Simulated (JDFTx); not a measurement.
Crystal: Na2S.

```
CELL_PARAMETERS angstrom
0.00000 3.27350 3.27350
3.27350 0.00000 3.27350
3.27350 3.27350 0.00000
ATOMIC_POSITIONS crystal
S 0.00000 0.00000 0.00000
Na 0.75000 0.75000 0.75000
Na 0.25000 0.25000 0.25000
```

```yaml
Program: JDFTx 1.7.0 (patched build)
Task: relaxation of cell and atoms
Functional: LDA
Potentials_or_basis: PseudoDojo-SR-LDA-0.4.1-standard with smoothed tails
Cutoff: 1197 eV
Density_cutoff: 9578 eV
k_mesh: 7 × 7 × 7
Occupations: fermi-dirac, width 0.05 eV
Spin: no spin polarisation
```

At the start: pressure -2.1 GPa; volume 23.39 Å³/atom.

How do energy, volume and symmetry change on relaxing?

Over 6 steps the energy falls by 12.0 meV/atom and the volume is 21.70 Å³/atom (-7.2 %); space group Fm-3m (No. 225, to 0.05 Å).

The path:
```
step  energy change (eV)  largest force (eV/Å)  pressure (GPa)  volume (Å³)
   1              0.0000                0.0000           -2.13        70.16
   2             -0.0103                0.0000           -1.84        69.33
   3             -0.0358                0.0000            0.18        64.75
   4             -0.0360                0.0000           -0.01        65.10
   5             -0.0360                0.0000            0.00        65.09
   6             -0.0360                0.0000            0.00        65.09
```

Final structure:
```
S Na
1.0
     0.00000    3.19278    3.19278
     3.19278    0.00000    3.19278
     3.19278    3.19278    0.00000
S Na
1 2
Direct
  0.00000 0.00000 0.00000
  0.75000 0.75000 0.75000
  0.25000 0.25000 0.25000
```

Caveat: the plane waves are those of the starting cell, so after so large a change of volume the result is rough.
